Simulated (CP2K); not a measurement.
# NbP (I4_1md) in CP2K: further runs

The runs below take NbP through band structure, with PBEsol, LDA, r2SCAN.

Everything below comes from runs of CP2K 2026.2. Logs are shortened: lines on timing, memory, paths and dates and some standing lists are left out, and cuts for length are marked.

### Step 1. The crystal as given

It takes space group I4_1md (No. 109, tetragonal). The conventional cell has a = 3.350 Å, b = 3.350 Å, c = 11.480 Å, α = 90.00°, β = 90.00°, γ = 90.00°. Nb (site symmetry 2mm) has 6 P at 2.55 Å as nearest neighbours. P (site symmetry 2mm) has 6 Nb at 2.55 Å as nearest neighbours.

The cell is a database's computed one.

### Step 2. Band structure, PBEsol

Input file nbp_bands.inp:

```
&GLOBAL
  PROJECT nbp_bands
  RUN_TYPE ENERGY_FORCE
  PRINT_LEVEL LOW
&END GLOBAL
&FORCE_EVAL
  METHOD QS
  STRESS_TENSOR ANALYTICAL
  &DFT
    BASIS_SET_FILE_NAME BASIS_MOLOPT_UZH
    POTENTIAL_FILE_NAME POTENTIAL_UZH
    &MGRID
      CUTOFF 450
      REL_CUTOFF 60
      NGRIDS 4
    &END MGRID
    &QS
      METHOD GPW
      EPS_DEFAULT 1.0E-10
    &END QS
    &KPOINTS
      SCHEME MONKHORST-PACK 8 8 8
      GAMMA_CENTERED T
      SYMMETRY T
      SYMMETRY_BACKEND SPGLIB
    &END KPOINTS
    &SCF
      SCF_GUESS ATOMIC
      EPS_SCF 1.0E-6
      MAX_SCF 100
      ADDED_MOS 20
      CHOLESKY OFF
      EPS_EIGVAL 1.0E-7
      &DIAGONALIZATION ON
        ALGORITHM STANDARD
      &END DIAGONALIZATION
      &MIXING ON
        METHOD BROYDEN_MIXING
        ALPHA 0.4
        BETA 1.5
        NBUFFER 8
      &END MIXING
      &SMEAR ON
        METHOD FERMI_DIRAC
        ELECTRONIC_TEMPERATURE [K] 1160.452
      &END SMEAR
    &END SCF
    &XC
      &XC_FUNCTIONAL
        &GGA_X_PBE_SOL
        &END GGA_X_PBE_SOL
        &GGA_C_PBE_SOL
        &END GGA_C_PBE_SOL
      &END XC_FUNCTIONAL
    &END XC
    &PRINT
      &KPOINTS ON
      &END KPOINTS
      &MULLIKEN ON
      &END MULLIKEN
      &MO ON
        ENERGIES T
        OCCUPATION_NUMBERS T
        &EACH
          QS_SCF 0
        &END EACH
        ADD_LAST NUMERIC
      &END MO
      &BAND_STRUCTURE
        FILE_NAME bands.bs
        ADDED_MOS 6
        &KPOINT_SET
          UNITS B_VECTOR
          NPOINTS 8
          SPECIAL_POINT GAMMA 0.00000000 0.00000000 0.00000000
          SPECIAL_POINT X -0.50000000 -0.50000000 0.00000000
          SPECIAL_POINT Y -0.45742843 -0.54257157 0.04257157
          SPECIAL_POINT S 0.00000000 -0.54257157 0.27128579
          SPECIAL_POINT GAMMA 0.00000000 0.00000000 0.00000000
          SPECIAL_POINT Z 0.00000000 0.00000000 -0.50000000
          SPECIAL_POINT S1 0.00000000 -0.45742843 -0.27128579
          SPECIAL_POINT N 0.00000000 -0.50000000 0.00000000
          SPECIAL_POINT P -0.50000000 -0.50000000 -0.25000000
          SPECIAL_POINT Y1 -0.45742843 -0.45742843 -0.50000000
          SPECIAL_POINT Z 0.00000000 0.00000000 -0.50000000
        &END KPOINT_SET
        &KPOINT_SET
          UNITS B_VECTOR
          NPOINTS 8
          SPECIAL_POINT X -0.50000000 -0.50000000 0.00000000
          SPECIAL_POINT P -0.50000000 -0.50000000 -0.25000000
        &END KPOINT_SET
      &END BAND_STRUCTURE
    &END PRINT
  &END DFT
  &SUBSYS
    &CELL
      A 3.3498465088 0.0000000000 0.0000000000
      B 0.0000000000 3.3498465088 0.0000000000
      C 1.6749232544 -1.6749232544 5.7401081759
      PERIODIC XYZ
    &END CELL
    &COORD
      SCALED
      Nb  0.2498808000 0.2501192000 0.5002384000
      Nb  0.4998808000 0.5001192000 0.0002384000
      P   0.8327477700 0.6672522300 0.3345044600
      P   0.0827477700 0.9172522300 0.8345044600
    &END COORD
    &KIND Nb
      BASIS_SET DZVP-MOLOPT-PBE-GTH-q13
      POTENTIAL GTH-PBE-q13
    &END KIND
    &KIND P
      BASIS_SET DZVP-MOLOPT-PBE-GTH-q5
      POTENTIAL GTH-PBE-q5
    &END KIND
    &PRINT
      &ATOMIC_COORDINATES ON
      &END ATOMIC_COORDINATES
      &CELL ON
      &END CELL
    &END PRINT
  &END SUBSYS
  &PRINT
    &FORCES ON
    &END FORCES
    &STRESS_TENSOR ON
    &END STRESS_TENSOR
  &END PRINT
&END FORCE_EVAL
```

Potentials or basis: POTENTIAL_UZH Nb GTH-PBE-q13, P GTH-PBE-q5; DZVP-MOLOPT-PBE-GTH basis.

Run with:

```sh
OMP_NUM_THREADS=1 mpirun -n 4 cp2k.psmp -i nbp_bands.inp -o nbp_bands.out
```

nbp_bands.out:

```text

 CP2K| version string:                                       CP2K version 2026.2
 CP2K| Input file name                                             nbp_bands.inp

 GLOBAL| Force Environment number                                              1
 GLOBAL| Basis set file name                                    BASIS_MOLOPT_UZH
 GLOBAL| Potential file name                                       POTENTIAL_UZH
 GLOBAL| MM Potential file name                                     MM_POTENTIAL
 GLOBAL| Coordinate file name                                      __STD_INPUT__
 GLOBAL| Method name                                                        CP2K
 GLOBAL| Project name                                                  nbp_bands
 GLOBAL| Run type                                                   ENERGY_FORCE
 GLOBAL| FFT library                                                       FFTW3
 GLOBAL| Diagonalization library                                       ScaLAPACK
 GLOBAL| Cholesky decomposition library                                ScaLAPACK
 GLOBAL| DGEMM library                                                      BLAS
 GLOBAL| Direct generalized diagonalization requested                          F
 GLOBAL| Matrix multiplication library                                 ScaLAPACK
 GLOBAL| Global print level                                                  LOW
 GLOBAL| Total number of message passing processes                             4
 GLOBAL| Number of threads for this process                                    1
 GLOBAL| CPU model name                          AMD EPYC 7R43 64-Core Processor

 CELL| Volume [angstrom^3]:                                            64.412461
 CELL| Vector a [angstrom]:       3.350     0.000     0.000   |a| =     3.349847
 CELL| Vector b [angstrom]:       0.000     3.350     0.000   |b| =     3.349847
 CELL| Vector c [angstrom]:       1.675    -1.675     5.740   |c| =     6.209636
 CELL| Angle (b,c), alpha [degree]:                                   105.648183
 CELL| Angle (a,c), beta  [degree]:                                    74.351817
 CELL| Angle (a,b), gamma [degree]:                                    90.000000
 CELL| Numerically orthorhombic:                                              NO
 CELL| Periodicity                                                           XYZ

 CELL_REF| Volume [angstrom^3]:                                        64.412461
 CELL_REF| Vector a [angstrom     3.350     0.000     0.000   |a| =     3.349847
 CELL_REF| Vector b [angstrom     0.000     3.350     0.000   |b| =     3.349847
 CELL_REF| Vector c [angstrom     1.675    -1.675     5.740   |c| =     6.209636
 CELL_REF| Angle (b,c), alpha [degree]:                               105.648183
 CELL_REF| Angle (a,c), beta  [degree]:                                74.351817
 CELL_REF| Angle (a,b), gamma [degree]:                                90.000000
 CELL_REF| Numerically orthorhombic:                                          NO
 CELL_REF| Periodicity                                                       XYZ
[... 9 lines left out ...]
 TOTAL NUMBERS AND MAXIMUM NUMBERS

  Total number of            - Atomic kinds:                                   2
                             - Atoms:                                          4
                             - Shell sets:                                     4
                             - Shells:                                        26
                             - Primitive Cartesian functions:                 20
                             - Cartesian basis functions:                     90
                             - Spherical basis functions:                     78

  Maximum angular momentum of- Orbital basis functions:                        3
                             - Local part of the GTH pseudopotential:          2
                             - Non-local part of the GTH pseudopotential:      4

 MODULE QUICKSTEP: ATOMIC COORDINATES IN ANGSTROM

   Atom Kind Element         X             Y             Z       Z(eff)     Mass
      1    1 Nb   41      1.674923      0.000000      2.871423  13.0000  92.9064
      2    1 Nb   41      1.674923      1.674923      0.001368  13.0000  92.9064
      3    2 P    15      3.349847      1.674923      1.920092   5.0000  30.9738
      4    2 P    15      1.674923      1.674923      4.790146   5.0000  30.9738

 SCF PARAMETERS         Density guess:                                    ATOMIC
                        --------------------------------------------------------
                        max_scf:                                             100
[... 7 lines left out ...]
                        --------------------------------------------------------
                        level_shift [a.u.]:                             0.000000
                        added MOs                                        20    0
                        --------------------------------------------------------
                        Mixing method:                            BROYDEN_MIXING
                                                charge density mixing in g-space
[... 71 lines left out ...]
 Number of independent orbital functions:                                     78

 SCF WAVEFUNCTION OPTIMIZATION

  Step     Update method      Time    Convergence         Total energy    Change
  ------------------------------------------------------------------------------
     1 NoMix/Diag. 0.40E+00    5.3     0.68033755      -127.2060716455 -1.27E+02
     2 Broy./Diag. 0.40E+00    3.6     0.08725622      -129.2643166940 -2.06E+00
     3 Broy./Diag. 0.40E+00    4.3     0.14618519      -127.7454396236  1.52E+00
     4 Broy./Diag. 0.40E+00    4.5     0.03014104      -126.5809484939  1.16E+00
     5 Broy./Diag. 0.40E+00    4.5     0.01959977      -126.5910181850 -1.01E-02
     6 Broy./Diag. 0.40E+00    4.2     0.00406691      -126.4174099670  1.74E-01
     7 Broy./Diag. 0.40E+00    4.5     0.00214583      -126.4276861158 -1.03E-02
     8 Broy./Diag. 0.40E+00    4.2     0.00038095      -126.4097140969  1.80E-02
     9 Broy./Diag. 0.40E+00    4.3     0.00021245      -126.4119661750 -2.25E-03
    10 Broy./Diag. 0.40E+00    4.0     0.00002951      -126.4108753033  1.09E-03
    11 Broy./Diag. 0.40E+00    4.2     0.00003017      -126.4111747859 -2.99E-04
    12 Broy./Diag. 0.40E+00    4.3     0.00000145      -126.4109440509  2.31E-04
    13 Broy./Diag. 0.40E+00    4.3     0.00000148      -126.4109411266  2.92E-06
    14 Broy./Diag. 0.40E+00    2.7     0.00000028      -126.4109345461  6.58E-06

  *** SCF run converged in    14 steps ***

  Electronic density on regular grids:        -36.0000000001       -0.0000000001
  Core density on regular grids:               35.9999999968       -0.0000000032
  Total charge density on r-space grids:       -0.0000000033
  Total charge density g-space grids:          -0.0000000033

  Overlap energy of the core charge distribution:               0.00000000000362
  Self energy of the core charge distribution:               -239.20022018274744
  Core Hamiltonian energy:                                     53.89068557850041
  Hartree energy:                                              75.89586859793624
  Exchange-correlation energy:                                -16.99591240123520
  Electronic entropic energy:                                  -0.00135613720520
  Fermi energy:                                                 0.44668947074243

  Total energy:                                              -126.41093454606886
  Total energy (extrapolated to T->0):                       -126.41025647746626

 MO| EIGENVALUES AND OCCUPATION NUMBERS FOR K POINT 1
 MO|
 MO|  Index      Eigenvalue [a.u.]        Eigenvalue [eV]             Occupation
 MO|      1              -1.562063             -42.505884               2.000000
 MO|      2              -1.561851             -42.500131               2.000000
 MO|      3              -0.696288             -18.946971               2.000000
 MO|      4              -0.696183             -18.944110               2.000000
 MO|      5              -0.689427             -18.760274               2.000000
 MO|      6              -0.689021             -18.749215               2.000000
[... 602 lines left out ...]
 MO|     37               1.067394              29.045262               0.000000
 MO|     38               1.082531              29.457174               0.000000
 MO| Sum:                                                              35.997075
 MO| E(Fermi):            0.446689 a.u.         12.155039 eV

 [... the levels of further k-points ...]

 !-----------------------------------------------------------------------------!
                     Mulliken Population Analysis

 #  Atom  Element  Kind  Atomic population                           Net charge
       1     Nb       1         13.226212                             -0.226212
       2     Nb       1         13.226212                             -0.226212
       3     P        2          4.773788                              0.226212
       4     P        2          4.773788                              0.226212
 # Total charge                             36.000000                  0.000000

 !-----------------------------------------------------------------------------!

 KPOINTS| Band Structure Calculation
 KPOINTS| Number of k-point sets                                               2
 KPOINTS| Number of added MOs/bands                                            6
 KPOINTS| Number of k-points in set    1                                      81
 KPOINTS| In units of b-vector [2pi/Bohr]
 KPOINTS| Special point     1       GAMMA     0.000000     0.000000     0.000000
 KPOINTS| Special point     2           X    -0.500000    -0.500000     0.000000
 KPOINTS| Special point     3           Y    -0.457428    -0.542572     0.042572
 KPOINTS| Special point     4           S     0.000000    -0.542572     0.271286
 KPOINTS| Special point     5       GAMMA     0.000000     0.000000     0.000000
 KPOINTS| Special point     6           Z     0.000000     0.000000    -0.500000
 KPOINTS| Special point     7          S1     0.000000    -0.457428    -0.271286
 KPOINTS| Special point     8           N     0.000000    -0.500000     0.000000
 KPOINTS| Special point     9           P    -0.500000    -0.500000    -0.250000
 KPOINTS| Special point    10          Y1    -0.457428    -0.457428    -0.500000
 KPOINTS| Special point    11           Z     0.000000     0.000000    -0.500000
 KPOINTS| Number of k-points in set    2                                       9
 KPOINTS| In units of b-vector [2pi/Bohr]
 KPOINTS| Special point     1           X    -0.500000    -0.500000     0.000000
 KPOINTS| Special point     2           P    -0.500000    -0.500000    -0.250000

 ENERGY| Total FORCE_EVAL ( QS ) energy [hartree]           -126.410932054821558

 FORCES| Atomic forces [hartree/bohr]
 FORCES|   Atom     x               y               z               |f|
 FORCES|      1 -3.60665925E-06 -3.56095508E-06 -3.97585982E-04   3.97618286E-04
 FORCES|      2  2.76782662E-09  1.33381630E-08 -3.97394758E-04   3.97394758E-04
 FORCES|      3  1.34663419E-08  4.05925872E-09  3.97282262E-04   3.97282263E-04
 FORCES|      4  2.00906397E-08 -1.01770386E-08  3.97263057E-04   3.97263057E-04
 FORCES| Sum    -3.57033445E-06 -3.55373469E-06 -4.35420253E-07
 FORCES| Total atomic force                                       5.05627423E-06

 STRESS| Analytical stress tensor [bar]
 STRESS|                        x                   y                   z
 STRESS|      x       -3.69455011046E+04  -3.11850674385E-02  -7.13814049852E-02
 STRESS|      y       -3.11850674385E-02  -3.69454511706E+04   3.93940510788E-02
 STRESS|      z       -7.13814049852E-02   3.93940510788E-02  -3.86655366646E+04
 STRESS| 1/3 Trace                                            -3.75188296466E+04
 STRESS| Determinant                                          -5.27772282548E+13

 STRESS| Eigenvectors and eigenvalues of the analytical stress tensor [bar]
 STRESS|                        1                   2                   3
 STRESS| Eigenvalues  -3.86655366684E+04  -3.69455160845E+04  -3.69454361868E+04
 STRESS|      x           0.000041499544      0.901383456772     -0.433021780209
 STRESS|      y          -0.000022901627      0.433021781325      0.901383456900
 STRESS|      z           0.999999998877     -0.000027490099      0.000038613354
```

Wall time 71 s (4 MPI ranks of AMD EPYC 7R43 (Zen 3), shared host).

What came out:

* Free energy: -3439.8164 eV
* Pressure: -3.8 GPa
* Largest force: 0.020 eV/Å
* Band gap on the k mesh: none (metal or under the smearing width)
* Mulliken charges: Nb -0.23; P +0.23 e

Forces on the atoms (eV/Å):
```
Nb   0.000  0.000 -0.020
Nb   0.000  0.000 -0.020
P    0.000  0.000  0.020
P    0.000  0.000  0.020
```

Levels at the corners of the path, in eV from the Fermi level:
```
point  band 14  band 15  band 16  band 17  band 18  band 19  band 20  band 21  band 22  band 23
    Γ    -2.25    -2.17    -1.75    -1.33    -1.33     0.83     1.64     2.78     3.22     3.22
    X    -4.63    -2.83    -2.83    -0.38    -0.38     3.02     3.02     3.15     3.15     4.15
    Y    -4.57    -2.81    -2.81    -0.42    -0.42     2.81     2.81     3.21     3.21     4.12
    S    -3.21    -2.31    -2.20    -1.47    -0.17     0.14     1.66     2.44     2.75     3.24
    Γ    -2.25    -2.17    -1.75    -1.33    -1.33     0.83     1.64     2.78     3.22     3.22
    Z    -2.73    -2.73    -2.73    -0.47    -0.47     1.21     1.21     2.37     2.37     3.66
   S1    -3.21    -2.31    -2.20    -1.47    -0.17     0.14     1.66     2.44     2.75     3.24
    N    -3.24    -2.33    -1.86    -1.53    -0.11     0.06     1.33     2.51     2.68     3.35
    P    -4.53    -2.89    -2.89    -0.35    -0.35     3.03     3.03     3.12     3.12     4.16
   Y1    -4.57    -2.81    -2.81    -0.42    -0.42     2.81     2.81     3.21     3.21     4.12
    Z    -2.73    -2.73    -2.73    -0.47    -0.47     1.21     1.21     2.37     2.37     3.66
    X    -4.63    -2.83    -2.83    -0.38    -0.38     3.02     3.02     3.15     3.15     4.15
    P    -4.53    -2.89    -2.89    -0.35    -0.35     3.03     3.03     3.12     3.12     4.16
```

Caveat: Mulliken charges move with the basis; the potentials were made for another functional, which shifts forces and pressure; the basis of atomic orbitals isn't converged, which shifts pressures, moduli and gaps.

### Step 3. Band structure, LDA

nbp_bands.inp, as its differences from that of step 2:

```diff
@@ -10,3 +10,3 @@
     BASIS_SET_FILE_NAME BASIS_MOLOPT_UZH
-    POTENTIAL_FILE_NAME POTENTIAL_UZH
+    POTENTIAL_FILE_NAME GTH_POTENTIALS
     &MGRID
@@ -44,3 +44,3 @@
         METHOD FERMI_DIRAC
-        ELECTRONIC_TEMPERATURE [K] 1160.452
+        ELECTRONIC_TEMPERATURE [K] 580.226
       &END SMEAR
@@ -49,6 +49,6 @@
       &XC_FUNCTIONAL
-        &GGA_X_PBE_SOL
-        &END GGA_X_PBE_SOL
-        &GGA_C_PBE_SOL
-        &END GGA_C_PBE_SOL
+        &LDA_X
+        &END LDA_X
+        &LDA_C_PW
+        &END LDA_C_PW
       &END XC_FUNCTIONAL
@@ -68,2 +68,7 @@
       &END MO
+      &LOWDIN ON
+      &END LOWDIN
+      &HIRSHFELD ON
+        SHAPE_FUNCTION DENSITY
+      &END HIRSHFELD
       &BAND_STRUCTURE
@@ -73,3 +78,3 @@
           UNITS B_VECTOR
-          NPOINTS 8
+          NPOINTS 6
           SPECIAL_POINT GAMMA 0.00000000 0.00000000 0.00000000
@@ -88,3 +93,3 @@
           UNITS B_VECTOR
-          NPOINTS 8
+          NPOINTS 6
           SPECIAL_POINT X -0.50000000 -0.50000000 0.00000000
@@ -97,5 +102,4 @@
     &CELL
-      A 3.3498465088 0.0000000000 0.0000000000
-      B 0.0000000000 3.3498465088 0.0000000000
-      C 1.6749232544 -1.6749232544 5.7401081759
+      ABC 3.3498465088 3.3498465088 6.2096358740
+      ALPHA_BETA_GAMMA 105.6481833811 74.3518166189 90.0000000000
       PERIODIC XYZ
@@ -111,3 +115,3 @@
       BASIS_SET DZVP-MOLOPT-PBE-GTH-q13
-      POTENTIAL GTH-PBE-q13
+      POTENTIAL GTH-PADE-q13
     &END KIND
@@ -115,3 +119,3 @@
       BASIS_SET DZVP-MOLOPT-PBE-GTH-q5
-      POTENTIAL GTH-PBE-q5
+      POTENTIAL GTH-PADE-q5
     &END KIND
```

Potentials or basis: GTH_POTENTIALS Nb GTH-PADE-q13, P GTH-PADE-q5; DZVP-MOLOPT-PBE-GTH basis.

Run with:

```sh
OMP_NUM_THREADS=1 mpirun -n 4 cp2k.psmp -i nbp_bands.inp -o nbp_bands.out
```

Run time: 70 s. Hardware: 4 MPI ranks of AMD EPYC 7R43 (Zen 3), shared host.

Results (log left out):

```yaml
Free_energy: -3472.0893 eV
Pressure: -9.5 GPa
Largest_force: 0.018 eV/Å
Band_gap_on_the_k_mesh: none (metal or under the smearing width)
Mulliken_charges: Nb -0.22; P +0.22 e
Hirshfeld_charges: Nb +0.20; P -0.20 e
```

Forces on the atoms (eV/Å):
```
Nb   0.000  0.000 -0.018
Nb   0.000  0.000 -0.018
P    0.000  0.000  0.018
P    0.000  0.000  0.018
```

Stress tensor (GPa, compression positive):
```
-9.63  0.00  0.00
 0.00 -9.63  0.00
 0.00  0.00 -9.16
```

Levels at the corners of the path, in eV from the Fermi level:
```tsv
point	band 15	band 16	band 17	band 18	band 19	band 20	band 21	band 22
Γ	-2.10	-1.69	-1.31	-1.31	0.81	1.59	2.75	3.17
X	-2.82	-2.82	-0.36	-0.36	2.91	2.91	3.06	3.06
Y	-2.79	-2.79	-0.40	-0.40	2.73	2.73	3.12	3.12
S	-2.27	-2.14	-1.42	-0.16	0.15	1.62	2.39	2.71
Γ	-2.10	-1.69	-1.31	-1.31	0.81	1.59	2.75	3.17
Z	-2.65	-2.65	-0.46	-0.46	1.17	1.17	2.31	2.31
S1	-2.27	-2.14	-1.42	-0.16	0.15	1.62	2.39	2.71
N	-2.30	-1.83	-1.47	-0.09	0.06	1.31	2.48	2.61
P	-2.86	-2.86	-0.33	-0.33	2.92	2.92	3.03	3.03
Y1	-2.79	-2.79	-0.40	-0.40	2.73	2.73	3.12	3.12
Z	-2.65	-2.65	-0.46	-0.46	1.17	1.17	2.31	2.31
X	-2.82	-2.82	-0.36	-0.36	2.91	2.91	3.06	3.06
P	-2.86	-2.86	-0.33	-0.33	2.92	2.92	3.03	3.03
```

Caveat: Mulliken charges move with the basis; the basis of atomic orbitals isn't converged, which shifts pressures, moduli and gaps.

(Continued in part 2 of 2.)
